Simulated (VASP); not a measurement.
Runs of VASP 6.6.1 on TiCo. Symmetry: Pm-3m, No. 221, cubic system. Conventional cell: a = 2.986 Å, b = 2.986 Å, c = 2.986 Å, α = 90.00°, β = 90.00°, γ = 90.00°. Co (site symmetry m-3m) is surrounded by 8 Ti at 2.59 Å. Ti (site symmetry m-3m) is surrounded by 8 Co at 2.59 Å. The cell comes from a database or a generator and needn't be the stable form of this composition.

```csv
task,level,potentials or basis,spin,U,fixed moment (μB),cell,k mesh,cutoff (eV),smearing,k mesh for the DOS,occupations for the DOS,LDAUTYPE,hund's J,ions in elastic constants,other keys,pressure (GPa),moment (μB)
single point,PBE,"VASP PAW PBE potentials, release 64 (Co_GW, Ti_sv_GW)","collinear, ferromagnetic start",-,-,as given,9 × 9 × 9,550,gaussian 0.05 eV,-,-,-,-,-,-,-2.0,0.82
density of states,PBE+D2,"VASP PAW PBE potentials, release 64 (Co_sv_GW, Ti_sv_GW)","non-collinear, zero start",-,-,volume scaled by 0.92,7 × 7 × 7,600,gaussian 0.1 eV,11 × 11 × 11,tetrahedron,-,-,-,-,-,(a)
elastic constants,PBEsol+D3(BJ)+U,"VASP PAW PBE potentials, release 54 (Co, Ti_sv)","collinear, ferromagnetic start","Co d U = 1 eV, J = 1.0 eV, Ti d U = 5.3 eV, J = 1.0 eV",-,relaxed,7 × 7 × 7,600,fermi-dirac 0.02 eV,-,-,1,1,relaxed,-,-,0.83
relaxation of the atoms,PBE+U,"VASP PAW PBE potentials, release 64 (Co, Ti_sv)","collinear, ferromagnetic start","Co d U = 6 eV, Ti d U = 3.5 eV",3,"atoms relaxed from: atoms moved at random, drawn with an rms of 0.05 Å",-,520,tetrahedron,-,-,-,-,-,KSPACING = 0.3; ISMEAR = -5; SIGMA = 0.1,26.8,3.00
band structure,PW91,"VASP PAW PBE potentials, release 64 (Co_GW, Ti_sv_GW)","collinear, ferromagnetic start",-,-,as given,9 × 9 × 9,550,fermi-dirac 0.02 eV,-,-,-,-,-,-,-,(b)
```

Task: Estimate the missing entries.

Result: (a) 0.00; (b) 0.66.

Caveats: the PAW data sets were made with another functional, which shifts forces and pressure a little (some runs); the U is typed as a test and isn't derived for this compound (some runs); atom-pairwise D2, TS and ULG terms overbind metals (some runs); pairwise dispersion overbinds metals, which lowers pressure and volume (some runs); tetrahedron occupations give inexact forces and stress in metals (some runs); the total moment is fixed, so each spin has its own Fermi level (some runs).

The runs don't all hold the same shells in valence.
